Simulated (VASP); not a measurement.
# BN (P6_3/mmc) in VASP: a series of runs

The runs below take BN through single point, relaxation of cell and atoms, with PBE, revPBE+D3.

Program: VASP 6.6.1. These are calculated values, not measurements. Logs are shortened: lines on timing, memory, paths and dates and some standing lists are left out, and cuts for length are marked.

## 1. The structure

Symmetry: P6_3/mmc, No. 194, hexagonal system. Conventional cell: a = 2.498 Å, b = 2.498 Å, c = 6.636 Å, α = 90.00°, β = 90.00°, γ = 120.00°. N (site symmetry -6m2) is surrounded by 3 B at 1.44 Å. B (site symmetry -6m2) has 3 N at 1.44 Å as nearest neighbours.

## 2. Single point, PBE

INCAR reads:

```
PREC = Accurate ; ENCUT = 500
EDIFF = 1E-7 ; ISMEAR = 0
SIGMA = 0.02 ; LREAL = F
LASPH = T ; NELM = 100
ALGO = Normal ; ISIF = 2
LWAVE = F ; LCHARG = T
GGA = PE ; LELF = T
LVHAR = T
```

KPOINTS reads:

```
Automatic mesh
0
Gamma
  12 12 4
```

POSCAR reads:

```
BN
2.4982
    1.000016011528      0.000000000000      0.000000000000
   -0.500008005764      0.866039270195      0.000000000000
    0.000000000000      0.000000000000      2.656192458570
N B
2 2
Direct
    0.6666666667      0.3333333333      0.2500000000
    0.3333333333      0.6666666667      0.7500000000
    0.6666666667      0.3333333333      0.7500000000
    0.3333333333      0.6666666667      0.2500000000
```

Potentials or basis: VASP PAW PBE potentials, release 64 (N, B).

On the command line:

```
cat potpaw_PBE.64/N/POTCAR potpaw_PBE.64/B/POTCAR > POTCAR
mpirun -np 1 vasp_std > vasp.out
```

OUTCAR:

```text
PREC = Accurate
   ENCUT = 500
   EDIFF = 1E-7
   ISMEAR = 0
   LREAL = F
   LASPH = T
   NELM = 100
   ISIF = 2
   GGA = PE

 ion  position               nearest neighbor table
   1  0.667  0.333  0.250-   4 1.44   4 1.44   4 1.44
   2  0.333  0.667  0.750-   3 1.44   3 1.44   3 1.44
   3  0.667  0.333  0.750-   2 1.44   2 1.44   2 1.44
   4  0.333  0.667  0.250-   1 1.44   1 1.44   1 1.44

  LATTYP: Found a hexagonal cell.
 ALAT       =     2.4982400000
 C/A-ratio  =     2.6561499296

  Lattice vectors:

 A1 = (   2.4982400000,   0.0000000000,   0.0000000000)
 A2 = (  -1.2491200000,   2.1635393048,   0.0000000000)
 A3 = (   0.0000000000,   0.0000000000,   6.6357000000)

Analysis of symmetry for initial positions (statically):
=====================================================================
 Subroutine PRICEL returns:
 Original cell was already a primitive cell.

 Routine SETGRP: Setting up the symmetry group for a
 hexagonal supercell.

 Subroutine GETGRP returns: Found 24 space group operations
 (whereof 12 operations were pure point group operations)
 out of a pool of 24 trial point group operations.

The static configuration has the point symmetry D_3d.
 The point group associated with its full space group is D_6h.

Analysis of symmetry for dynamics (positions and initial velocities):
=====================================================================
 Subroutine PRICEL returns:
 Original cell was already a primitive cell.

 Routine SETGRP: Setting up the symmetry group for a
 hexagonal supercell.

 Subroutine GETGRP returns: Found 24 space group operations
 (whereof 12 operations were pure point group operations)
 out of a pool of 24 trial point group operations.

The dynamic configuration has the point symmetry D_3d.
 The point group associated with its full space group is D_6h.

 Subroutine INISYM returns: Found 24 space group operations
 (whereof 12 operations are pure point group operations),
 and found     1 'primitive' translations

----------------------------------------------------------------------------------------

                                     Primitive cell

  volume of cell :      35.8662

  direct lattice vectors                    reciprocal lattice vectors
     2.498240000  0.000000000  0.000000000     0.400281798  0.231102804  0.000000000
    -1.249120000  2.163539305  0.000000000     0.000000000  0.462205608  0.000000000
     0.000000000  0.000000000  6.635700000     0.000000000  0.000000000  0.150700002

[... 100 lines left out ...]
   EMIN   =  10.00;   EMAX   =-10.00  energy-range for DOS
   EFERMI =   0.00;   METHOD = LEGACY
   ISMEAR =     0;   SIGMA  =   0.02  broadening in eV -4-tet -1-fermi 0-gaus
   EFERMI_NEDOS =   21; number of points for ismear=-14 and -15
   IALGO  =     38    algorithm
   IMIX   =      4    mixing-type and parameters
     AMIX     =   0.40;   BMIX     =  1.00
     AMIX_MAG =   1.60;   BMIX_MAG =  1.00
  volume/ion in A,a.u.               =       8.97        60.51
  Fermi-wavevector in a.u.,A,eV,Ry     =   1.250891  2.363842 21.289433  1.564729
  Thomas-Fermi vector in A             =   2.384864
   LORBIT       =      0    0 simple, 1 ext, 2 COOP (PROOUT), +10 PAW based schemes
   GGA     = PE    functional components
   LHFCALC =     F    Hartree Fock is set to
   AEXX    =    0.0000 exact exchange contribution
   IVDW    =     0    specifies the selected vdW correction
   LEPSILON=     F    determine dielectric tensor
   LRPA    =     F    only Hartree local field effects (RPA)
 non-spin polarized calculation
 Gauss-broadening in eV      SIGMA  =   0.02
  energy-cutoff  :      500.00
  volume of cell :       35.87
 maximum number of plane-waves:       938
   NGX =  9   NGY =  9   NGZ = 25

 number of electron      15.9999995 magnetization

 Free energy of the ion-electron system (eV)
  ---------------------------------------------------
  ext. energy  EPLUGINS =         0.00000000
  ---------------------------------------------------
  free energy    TOTEN  =       -35.14718373 eV

  energy without entropy =      -35.14718373  energy(sigma->0) =      -35.14718373

 E-fermi :   2.4888     XC(G=0): -10.0886

 val. band max:        2.3083550715   @ k =   0.3333   0.3333   0.5000
 cond. band min:       6.5952988916   @ k =   0.5000   0.0000   0.0000
 fundamental gap:      4.2869438201
 Fermi energy:         2.4887613278

 k-point     1 :       0.0000    0.0000    0.0000
  band No.  band energies     occupation
      1     -15.5310      2.00000
      2     -15.2361      2.00000
      3      -3.9419      2.00000
      4      -1.8136      2.00000
      5       0.9867      2.00000
      6       0.9867      2.00000
      7       1.0237      2.00000
      8       1.0237      2.00000
      9       7.5744      0.00000
     10      12.6606      0.00000
     11      13.9170      0.00000
     12      13.9201      0.00000
[... 331 lines left out ...]
 k-point    24 :       0.3333    0.0000    0.2500
  band No.  band energies     occupation
      1     -13.5039      2.00000
      2     -13.3543      2.00000
      3      -4.5922      2.00000
      4      -4.5344      2.00000
      5      -1.2770      2.00000
      6      -1.2336      2.00000
      7      -0.8938      2.00000
      8       0.3217      2.00000
      9       9.1915      0.00000
     10       9.7719      0.00000
     11      11.3144      0.00000
     12      12.6051      0.00000

 [... further k-points ...]

------------------------ aborting loop because EDIFF is reached ----------------------------------------

  FORCE on cell =-STRESS in cart. coord.  units (eV):
  Direction    XX          YY          ZZ          XY          YZ          ZX
  --------------------------------------------------------------------------------------
  -------------------------------------------------------------------------------------
  Total        1.4036912      1.4036912      0.6145334     -0.0000000     -0.0000000      0.0000000
  in kB       62.7041764     62.7041764     27.4517710     -0.0000000     -0.0000000      0.0000000
  external PRESSURE =      50.9533746 kB  Pullay stress =       0.0000000 kB

 VOLUME and BASIS-vectors are now :
 -----------------------------------------------------------------------------
  energy-cutoff  :      500.00
  volume of cell :       35.87
      direct lattice vectors                 reciprocal lattice vectors
     2.498240000  0.000000000  0.000000000     0.400281798  0.231102804  0.000000000
    -1.249120000  2.163539305  0.000000000     0.000000000  0.462205608  0.000000000
     0.000000000  0.000000000  6.635700000     0.000000000  0.000000000  0.150700002

 POSITION                                       TOTAL-FORCE (eV/Angst)
 -----------------------------------------------------------------------------------
      1.24912      0.72118      1.65892         0.000000     -0.000000      0.000000
     -0.00000      1.44236      4.97677         0.000000      0.000000      0.000000
      1.24912      0.72118      4.97677        -0.000000      0.000000      0.000000
     -0.00000      1.44236      1.65892         0.000000      0.000000      0.000000
 -----------------------------------------------------------------------------------
    total drift:                                0.000000     -0.000000      0.000000

  FREE ENERGIE OF THE ION-ELECTRON SYSTEM (eV)
  ---------------------------------------------------
  free  energy   TOTEN  =       -35.1471837343 eV

  energy  without entropy=      -35.1471837343  energy(sigma->0) =      -35.14718373
```

OSZICAR:

```text
N       E                     dE             d eps       ncg     rms          rms(c)
DAV:   1     0.607264904197E+02    0.60726E+02   -0.82211E+03  1392   0.119E+03
DAV:   2    -0.344057317852E+02   -0.95132E+02   -0.86508E+02  1972   0.257E+02
DAV:   3    -0.387079866365E+02   -0.43023E+01   -0.42716E+01  1732   0.575E+01
DAV:   4    -0.387526225642E+02   -0.44636E-01   -0.44606E-01  1720   0.643E+00
DAV:   5    -0.387532453271E+02   -0.62276E-03   -0.62266E-03  1708   0.754E-01    0.113E+01
DAV:   6    -0.355199992958E+02    0.32332E+01   -0.80740E+00  1588   0.231E+01    0.514E+00
DAV:   7    -0.352269064054E+02    0.29309E+00   -0.51928E-01  1704   0.620E+00    0.316E+00
DAV:   8    -0.351490562212E+02    0.77850E-01   -0.28550E-01  1652   0.414E+00    0.395E-01
DAV:   9    -0.351461650508E+02    0.28912E-02   -0.11409E-02  1636   0.968E-01    0.185E-01
DAV:  10    -0.351470855687E+02   -0.92052E-03   -0.12388E-03  1616   0.309E-01    0.373E-02
DAV:  11    -0.351471870971E+02   -0.10153E-03   -0.19825E-04  1736   0.125E-01    0.278E-02
DAV:  12    -0.351471833681E+02    0.37290E-05   -0.45204E-05  1644   0.590E-02    0.438E-03
DAV:  13    -0.351471836453E+02   -0.27727E-06   -0.17059E-06  1740   0.121E-02    0.983E-04
DAV:  14    -0.351471837343E+02   -0.88934E-07   -0.16811E-07  1504   0.347E-03
   1 F= -.35147184E+02 E0= -.35147184E+02  d E =-.361397E-39
```

stdout:

```text
POSCAR found type information on POSCAR N B
 POSCAR found :  2 types and       4 ions
 scaLAPACK will be used
 LDA part: xc-table for (Slater+PW92), standard interpolation
 POSCAR, INCAR and KPOINTS ok, starting setup
 FFT: planning ... GRIDC
 FFT: planning ... GRID_SOFT
 FFT: planning ... GRID
 WAVECAR not read
 entering main loop
```

Run time: 12 s. Hardware: 1 thread of Intel Xeon Platinum 8488C (Sapphire Rapids), shared host; peak memory 0.14 GiB.

Results:

```yaml
Free_energy: -35.1472 eV
Pressure: 5.1 GPa
Band_gap_on_the_k_mesh: 4.29 eV, indirect (least direct gap 4.66 eV)
```

Stress tensor (GPa, compression positive):
```
6.27 0.00 0.00
0.00 6.27 0.00
0.00 0.00 2.75
```

Levels at points of the mesh, in eV from the valence-band top:
| k point | band 5 | band 6 | band 7 | band 8 | band 9 | band 10 | band 11 | band 12 |
| --- | --- | --- | --- | --- | --- | --- | --- | --- |
| (0.00, 0.00, 0.00) | -1.32 | -1.32 | -1.28 | -1.28 | 5.27 | 10.35 | 11.61 | 11.61 |
| (0.50, 0.00, 0.00) | -4.15 | -4.09 | -1.45 | -0.43 | 4.29 | 5.66 | 9.60 | 10.03 |
| (0.00, 0.00, 0.50) | -1.30 | -1.30 | -1.30 | -1.30 | 7.64 | 7.64 | 11.67 | 11.67 |
| (0.50, 0.00, 0.50) | -4.12 | -4.12 | -0.92 | -0.92 | 4.75 | 4.75 | 9.99 | 9.99 |

Caveat: this functional lacks dispersion, which binds the layers, so the pressure and a relaxed spacing across them are unreliable.

## 3. Single point, PBE

run.py reads:

```python
from ase.calculators.vasp import Vasp
from ase.dft.bandgap import bandgap
from ase.spacegroup import crystal

atoms = crystal(
    ['N', 'B'],
    basis=[[0.6666666667, 0.3333333333, 0.25], [0.6666666667, 0.3333333333, 0.75]],
    spacegroup=194,
    setting=1,
    cellpar=[2.49824, 2.49824, 6.6357, 90.0, 90.0, 120.0],
    primitive_cell=True,
)
calc = Vasp(
    directory='calc',
    xc='pbe',
    pp='PBE',
    setups='minimal',
    prec='Accurate',
    encut=500,
    ediff=1e-06,
    ismear=0,
    sigma=0.02,
    lreal=False,
    lasph=True,
    nelm=80,
    algo='Fast',
    isif=2,
    lwave=False,
    lcharg=False,
    kpts=[12, 12, 4],
    gamma=True,
)
atoms.calc = calc

print('energy (eV):', atoms.get_potential_energy())
print('free energy (eV):', atoms.get_potential_energy(force_consistent=True))
print('forces (eV/A):')
print(atoms.get_forces())
print('stress (eV/A^3, Voigt):', atoms.get_stress())
print('Fermi level (eV):', calc.get_fermi_level())
gap, top, bottom = bandgap(calc)
print('band gap (eV):', gap, 'from (spin, k, band)', top, 'to', bottom)
```

Potentials or basis: VASP PAW PBE potentials, release 64 (N, B).

On the command line:

```
python run.py
```

Wall time 16 s (1 thread of Intel Xeon Platinum 8488C (Sapphire Rapids), shared host); peak memory 0.14 GiB.

Results (log left out):

- Free energy: -35.1472 eV
- Pressure: 5.1 GPa
- Band gap on the k mesh: 4.29 eV, indirect (least direct gap 4.66 eV)

Stress tensor (GPa, compression positive):
```
6.29 0.00 0.00
0.00 6.29 0.00
0.00 0.00 2.78
```

Levels at points of the mesh, in eV from the valence-band top:
```tsv
k point	band 4	band 5	band 6	band 7	band 8	band 9	band 10	band 11	band 12
(0.00, 0.00, 0.00)	-4.12	-1.32	-1.32	-1.28	-1.28	5.27	10.35	11.63	11.69
(0.50, 0.00, 0.00)	-8.86	-4.15	-4.09	-1.45	-0.43	4.29	5.66	9.60	10.03
(0.00, 0.00, 0.50)	-5.31	-1.30	-1.30	-1.30	-1.30	7.64	7.64	11.67	11.67
(0.50, 0.00, 0.50)	-8.90	-4.12	-4.12	-0.92	-0.92	4.75	4.75	9.99	9.99
```

Caveat: this functional lacks dispersion, which binds the layers, so the pressure and a relaxed spacing across them are unreliable. PBE gaps usually lie below the measured ones, often by a third to a half.

## 4. Relaxation of cell and atoms, revPBE+D3 (atoms moved at random, drawn with an rms of 0.1 Å)

INCAR reads:

```
SYSTEM = BN
ALGO = Normal
EDIFF = 1E-6
EDIFFG = -0.01
ENCUT = 600
GGA = RE
IBRION = 2
ISIF = 3
ISMEAR = -5
IVDW = 11
LASPH = .TRUE.
LCHARG = .FALSE.
LREAL = .FALSE.
LWAVE = .FALSE.
NELM = 60
NSW = 60
PREC = Accurate
SIGMA = 0.05
```

KPOINTS reads:

```
k-points
0
G
  12 12 4
  0 0 0
```

POSCAR reads:

```
BN
1.0
    2.4982400000      0.0000000000      0.0000000000
   -1.2491200000      2.1635393048      0.0000000000
    0.0000000000      0.0000000000      6.6357000000
N B
2 2
Direct
    0.6818220000      0.3360600000      0.2544100000
    0.2899960000      0.6684380000      0.7499940000
    0.6921790000      0.3285060000      0.7458540000
    0.3061540000      0.6725940000      0.2371150000
```

Potentials or basis: VASP PAW PBE potentials, release 54 (N, B).

On the command line:

```
cat potpaw_PBE.54/N/POTCAR potpaw_PBE.54/B/POTCAR > POTCAR
mpirun -np 1 vasp_std > vasp.out
```

Run time: 16 min. Hardware: 1 thread of Intel Xeon Platinum 8488C (Sapphire Rapids), shared host; peak memory 0.31 GiB.

Results (log left out):

| Property | Result |
| --- | --- |
| Free energy | -34.6384 eV |
| Relaxed volume | 8.84 Å³/atom |
| Relaxed cell | a = 2.515 Å, b = 2.515 Å, c = 6.450 Å, α = 89.96°, β = 90.07°, γ = 120.00° |
| Space group after relaxing (to 0.05 Å) | P6_3/mmc (No. 194) |
| Energy gained by relaxing | 255.4 meV/atom |
| Ionic steps | 30 |
| Pressure after relaxing | 0.0 GPa |
| Largest force after relaxing | 0.010 eV/Å |
| Band gap on the k mesh | 4.24 eV, indirect (least direct gap 4.61 eV) |
| Dispersion energy per atom | -0.183 eV |

Forces in eV/Å, atoms in the order of the input:
```
N    0.005 -0.002  0.001
N   -0.005 -0.003 -0.001
B    0.005  0.004 -0.007
B   -0.006  0.001  0.007
```

The path:
| step | energy change (eV) | largest force (eV/Å) | pressure (GPa) | volume (Å³) |
| --- | --- | --- | --- | --- |
| 1 | 0.0000 | 7.6801 | 12.40 | 35.87 |
| 2 | 3.9891 | 15.6234 | 37.42 | 39.46 |
| 3 | 0.2858 | 5.3062 | 1.94 | 37.67 |
| 4 | -0.6524 | 3.9500 | -2.85 | 36.93 |
| 5 | -0.8130 | 3.0483 | -0.62 | 36.44 |
| 6 | -0.8188 | 3.1100 | -1.36 | 36.53 |
| 7 | 0.1047 | 9.4556 | 6.62 | 36.67 |
| 8 | -0.9649 | 0.9473 | -2.86 | 36.57 |
| 9 | -0.9651 | 0.9456 | -2.87 | 36.56 |
| 10 | -0.9655 | 1.7239 | 2.58 | 35.95 |
| 11 | -1.0087 | 0.4715 | -0.50 | 36.25 |
| 12 | -1.0167 | 0.2856 | 0.62 | 36.06 |
| 13 | -1.0180 | 0.1373 | 0.30 | 36.11 |
| 14 | -1.0187 | 0.1535 | -0.59 | 36.14 |
| 15 | -1.0190 | 0.0694 | -0.29 | 36.13 |
| 16 | -1.0194 | 0.0415 | -0.46 | 36.09 |
| 17 | -1.0194 | 0.0579 | -0.51 | 36.08 |
| 18 | -1.0197 | 0.0476 | -0.38 | 36.00 |
| 19 | -1.0201 | 0.0843 | -0.09 | 35.83 |
| 20 | -1.0204 | 0.0634 | -0.04 | 35.77 |
| 21 | -1.0209 | 0.0644 | 0.08 | 35.59 |
| 22 | -1.0205 | 0.2152 | 0.37 | 35.23 |
| 23 | -1.0210 | 0.0995 | 0.15 | 35.49 |
| 24 | -1.0213 | 0.0620 | 0.10 | 35.42 |
| 25 | -1.0214 | 0.0256 | 0.02 | 35.34 |
| 26 | -1.0214 | 0.0247 | 0.01 | 35.34 |
| 27 | -1.0214 | 0.0139 | 0.00 | 35.34 |
| 28 | -1.0214 | 0.0146 | -0.01 | 35.34 |
| 29 | -1.0214 | 0.0157 | -0.01 | 35.34 |
| 30 | -1.0214 | 0.0096 | -0.02 | 35.34 |

Final structure:
```
N B
1.0
     2.51537    0.00012   -0.00146
    -1.25776    2.17821    0.00088
    -0.00404    0.00051    6.45002
N B
2 2
Direct
  0.66053 0.33749 0.24625
  0.32456 0.66534 0.74744
  0.65783 0.33197 0.74748
  0.32724 0.67080 0.24621
```

Levels at points of the mesh, in eV from the valence-band top:
| k point | band 6 | band 7 | band 8 | band 9 | band 10 | band 11 |
| --- | --- | --- | --- | --- | --- | --- |
| (0.00, 0.00, 0.00) | -1.37 | -1.32 | -1.32 | 5.60 | 10.71 | 11.42 |
| (0.50, 0.00, 0.00) | -4.07 | -1.54 | -0.39 | 4.28 | 5.76 | 9.44 |
| (0.00, 0.50, 0.00) | -4.07 | -1.55 | -0.37 | 4.24 | 5.78 | 9.44 |
| (0.50, 0.50, 0.00) | -4.06 | -1.54 | -0.39 | 4.27 | 5.75 | 9.44 |
| (0.00, 0.00, 0.50) | -1.34 | -1.34 | -1.34 | 8.06 | 8.08 | 11.50 |
| (0.50, 0.00, 0.50) | -4.11 | -0.94 | -0.92 | 4.73 | 4.76 | 9.78 |
| (0.00, 0.50, 0.50) | -4.11 | -0.94 | -0.93 | 4.74 | 4.75 | 9.77 |
| (0.50, 0.50, 0.50) | -4.11 | -0.94 | -0.93 | 4.74 | 4.75 | 9.78 |

Caveat: the PAW data sets were made with another functional, which shifts forces and pressure a little.
